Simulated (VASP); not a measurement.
Runs of VASP 6.6.1 on BAs. Symmetry: Pm-3m, No. 221, cubic system. The conventional cell has a = 2.957 Å, b = 2.957 Å, c = 2.957 Å, α = 90.00°, β = 90.00°, γ = 90.00°. Around B (site symmetry m-3m) lie 8 As at 2.56 Å. As (site symmetry m-3m) is surrounded by 8 B at 2.56 Å. The cell was built by a generator and needn't be a form met in nature.

| task | level | potentials or basis | cell | k mesh | cutoff (eV) | smearing | k mesh for the DOS | other keys | gap on the mesh (eV) | pressure (GPa) | relaxed volume (Å³/atom) |
| --- | --- | --- | --- | --- | --- | --- | --- | --- | --- | --- | --- |
| relaxation of the atoms | revTPSS | VASP PAW PBE potentials, release 64 (B, As) | atoms relaxed | 9 × 9 × 9 | 520 | fermi-dirac 0.02 eV | - | - | none | -5.7 | - |
| relaxation of cell and atoms | RPBE | VASP PAW PBE potentials, release 64 (B, As) | relaxed | 9 × 9 × 9 | 600 | gaussian 0.05 eV | - | - | none | 0.0 | (a) |
| relaxation of cell and atoms | PBE | VASP PAW PBE potentials, release 64 (B, As) | relaxed | 9 × 9 × 9 | 600 | gaussian 0.05 eV | - | - | none | 0.2 | 12.64 |
| single point | PBE | VASP PAW PBE potentials, release 64 (B, As) | as given | 9 × 9 × 9 | 520 | fermi-dirac 0.05 eV | - | - | none | -1.8 | - |

Alike in all rows: no spin polarisation.

**Question.** Fill in the values left out.

**Answer.** (a) 12.89.

Caveats: the PAW data sets were made with another functional, which shifts forces and pressure a little (some runs); the relaxation stopped at its first step, so nothing moved (some runs).

A k mesh can miss the band edges, and the runs leave out spin-orbit coupling on As.

A gap of «none» marks a metal or a gap under the smearing width.
